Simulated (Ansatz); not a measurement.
# NaCl: the band gap up the ladder of functionals

One table from this session's results is given with a row withheld; the runs are named, their logs left out.

The runs shown are made with Ansatz 0.2.0. PAW datasets, plane waves. Note: simulated data, non-magnetic, for a generated structure that need not be the stable one.

## The cell

The cell was relaxed beforehand with r2SCAN.

Space group Pm-3m (No. 221), cubic; conventional cell a = 3.460 Å, 20.70 Å³ an atom. Around Na lie 8 Cl at 3.00 Å; around Cl lie 8 Na at 3.00 Å.

Structure file:

```
CELL_PARAMETERS angstrom
3.45955 0.00000 0.00000
0.00000 3.45955 0.00000
0.00000 0.00000 3.45955
ATOMIC_POSITIONS crystal
Na 0.00000 0.00000 0.00000
Cl 0.50000 0.50000 0.50000
```

Set-up of the first run:

Input file input.yaml:

```yaml
crystal:
  lattice:
    - [3.4595453127, 0.0, 0.0]
    - [0.0, 3.4595453127, 0.0]
    - [0.0, 0.0, 3.4595453127]
  atoms:
    - { symbol: Na, position: [0.0, 0.0, 0.0] }
    - { symbol: Cl, position: [0.5, 0.5, 0.5] }
kpoints:
  mp_grid: { grid: [8, 8, 8] }
  band_path:
    path:
      - [[0.0, 0.0, 0.0], [-1.099338406659e-50, 0.5, 3.711335392956e-35], [0.5, 0.5, 5.567003089434e-35], [0.0, 0.0, 0.0], [0.5, 0.5, 0.5], [-1.099338406659e-50, 0.5, 3.711335392956e-35]]
      - [[0.5, 0.5, 0.5], [0.5, 0.5, 5.567003089434e-35]]
    npoints: 10
hamiltonian:
  xc: pbe
scf:
  occupations: { method: fermi_dirac, width: 0.02 }
  n_extra_bands: 4
output:
  forces: true
  stress: true
  eigenvalues: true
```

Command:

```sh
ansatz run input.yaml --threads 2 --pin off --max-ram 2211MiB --backend cpu --events-out ev --progress --plain --runs-dir out
```

Among the steps run: Band structure with PBE; Single point with r2SCAN; HSE06 at the same geometry; PBE0 at the same geometry; LDA; Quasiparticle levels, G0W0@PBE; Single point with DDH-PBE0; Single point with r2SCANh; Hartree-Fock.

One table of the session follows, with a row left open; its other results are not shown here.

| level | gap (eV) |
| --- | --- |
| PBE | 4.10 |
| r2SCAN | 4.92 |
| HSE06 | 5.43 |
| PBE0 | 6.15 |
| LDA | ? |
| G0W0@PBE (123 empty bands) | 6.54 |
| G0W0@PBE (306 empty bands) | 6.71 |
| DDH-PBE0 | 7.12 |
| r2SCANh | 5.60 |
| Hartree-Fock | 12.65 |

Estimate the missing values for LDA.

As computed: gap (eV): 3.72. In the column «gap (eV)» it is the lowest.

Meshes: PBE 8×8×8, r2SCAN 8×8×8, HSE06 6×6×6, PBE0 6×6×6, LDA 8×8×8, DDH-PBE0 6×6×6, r2SCANh 6×6×6, Hartree-Fock 6×6×6

In words: The gap runs from 3.72 eV (LDA) to 12.65 eV (Hartree-Fock). Against G0W0@PBE, PBE is short by 2.61 eV, at 61 % of it, and r2SCAN 73 %. PBE0 lies 0.72 eV above HSE06, which differs from it by screening the long-range exchange. Hartree-Fock lies above G0W0@PBE by 5.9 eV. The G0W0 figures hold for the stated bands, cutoff and mesh and aren't extrapolated.

To keep in mind: Warnings in the runs' records: stress scf threshold loose, stress exchange threshold loose.
